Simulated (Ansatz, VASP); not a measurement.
AlN in VASP and in Ansatz

```
CELL_PARAMETERS angstrom
3.13021 0.00000 0.00000
-1.56510 2.71084 0.00000
0.00000 0.00000 5.01801
ATOMIC_POSITIONS crystal
Al 0.66667 0.33333 0.49923
Al 0.33333 0.66667 0.99923
N 0.66667 0.33333 0.88077
N 0.33333 0.66667 0.38077
```

Alike in both runs: functional PBE; k mesh 9 × 9 × 6; occupations gaussian, width 0.02 eV; no spin polarisation.

Ansatz relaxed the structure, and its values are those at the end. VASP's run is a single point on that final structure, the one shown.

|  | VASP | Ansatz |
| --- | --- | --- |
| version | VASP 6.6.1 | Ansatz 0.2.0 |
| potentials or method | VASP PAW PBE potentials, release 64 (Al, N) | scalar-relativistic, plane waves, PAW |
| plane-wave cutoff (eV) | 520 | 420 |
| valence electrons in the cell | 16 | 16 |

VASP gave:

- gap on the k mesh at the Fermi level (eV): 4.04
- least direct gap on the mesh (eV): 4.04
- pressure (GPa): -0.3

Question: Estimate Ansatz's values.

Answer: gap on the k mesh at the Fermi level (eV): 4.03; least direct gap on the mesh (eV): 4.03; pressure (GPa): 0.0.

The functional is the same, so the differences come from potentials, cutoffs and numerics. Ansatz warned: «structure_snapped_to_symmetry».

PBE gaps usually lie below the measured ones, often by a third to a half.
